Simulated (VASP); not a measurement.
The system is Si.

```
Si
1.0
     4.12095    0.00000    0.00000
    -2.06047    3.56885    0.00000
     0.00000    0.00000    2.65479
Si
2
Direct
  0.33333 0.66667 0.50000
  0.66667 0.33333 0.50000
```

The cell was built by a generator and needn't be a form met in nature.

Base run:

| Property | Result |
| --- | --- |
| Program | VASP 6.6.1 |
| Functional | revTPSS |
| Potentials or basis | VASP PAW PBE potentials, release 64 (Si) |
| Cutoff | 520 eV |
| k mesh | 8 × 8 × 10 |
| Occupations | fermi-dirac, width 0.05 eV |
| Spin | no spin polarisation |

Its results: pressure -2.2 GPa.

Q: The run is repeated on the same cell with these changes: functional from revTPSS to MS2; further incar settings from ALGO = Normal; EDIFF = 1e-06 to ALGO = Normal; EDIFF = 1e-07. What comes out?

A: Pressure -2.7 GPa.

Caveats: the PAW data sets were made with another functional, which shifts forces and pressure a little.
